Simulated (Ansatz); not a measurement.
# AlAs: the cost of one run

Program: Ansatz 0.2.0. Level of theory: DFT PBE, scalar-relativistic, plane waves, PAW. These are calculated values, not measurements.

2 further runs of the same task are left out: 2 set aside as unsound or not needed.

### 1 The system as given

It takes space group F-43m (No. 216, cubic). Conventional cell: a = 5.732 Å, b = 5.732 Å, c = 5.732 Å, α = 90.00°, β = 90.00°, γ = 90.00°. Zn (site symmetry -43m) is surrounded by 4 Se at 2.48 Å. Se (site symmetry -43m) is surrounded by 4 Zn at 2.48 Å.

Coordinates:

```
CELL_PARAMETERS angstrom
0.00000 2.86592 2.86592
2.86592 0.00000 2.86592
2.86592 2.86592 0.00000
ATOMIC_POSITIONS crystal
Zn 0.00000 0.00000 0.00000
Se 0.75000 0.75000 0.75000
```

This cell was relaxed beforehand with the same method: volume 23.54 Å³/atom, gap on the mesh 1.15 eV.

### 2 The film's bulk: AlAs

Relaxed beforehand at this level: -2697.3072 eV/atom, gap on the mesh 1.50 eV.

```cif
data_structure
_symmetry_space_group_name_H-M 'F-43m'
_symmetry_Int_Tables_number 216
_cell_length_a 5.7276
_cell_length_b 5.7276
_cell_length_c 5.7276
_cell_angle_alpha 90.000
_cell_angle_beta 90.000
_cell_angle_gamma 90.000
_cell_volume 187.90
loop_
_atom_site_label
_atom_site_type_symbol
_atom_site_symmetry_multiplicity
_atom_site_Wyckoff_symbol
_atom_site_fract_x
_atom_site_fract_y
_atom_site_fract_z
_atom_site_occupancy
Al1 Al 4 a 0.00000 0.00000 0.00000 1
As1 As 4 c 0.25000 0.25000 0.25000 1
```

The bulk reference of ZnSe, the base, comes from a run made before at the same settings: -4394.7682 eV/atom.

### 3 AlAs strained to the base's plane

The (111) plane of AlAs is fitted to the (111) plane of ZnSe, a strain of +0.1 % along x and +0.1 % along y; the third vector and the atoms relax.

input.yaml reads:

```yaml
crystal:
  lattice:
    - [4.0530231356, 0.0, 0.0]
    - [-2.0265115678, 3.5100209975, 0.0]
    - [2.0265115678, -1.1700069992, 3.3039129677]
  atoms:
    - { symbol: Al, position: [0.0, 0.0, 0.0] }
    - { symbol: As, position: [0.75, 0.25, 0.75] }
basis:
  ecutwfc: 420
kpoints:
  mp_grid: { grid: [9, 9, 8] }
hamiltonian:
  xc: pbe
scf:
  occupations: { method: gaussian, width: 0.02 }
output:
  forces: true
  stress: true
  eigenvalues: true
  write_density: true
  write_potential: true
  elf: true
  volumetric_format: npy
relax:
  adjacent_minimum: "off"
  f_tol: 0.01
  max_steps: 50
  cell: { fix: [a, b, gamma], stress_tol: 0.1 }
```

Run with:

```
$ ansatz run input.yaml --threads 1 --pin off --max-ram 2560MiB --backend cpu --events-out ev --progress --plain --runs-dir out
```

Q: Estimate wall time and peak memory on 1 thread of Arm Neoverse V2, shared host.

About 35 s, with a peak of 0.44 GiB.
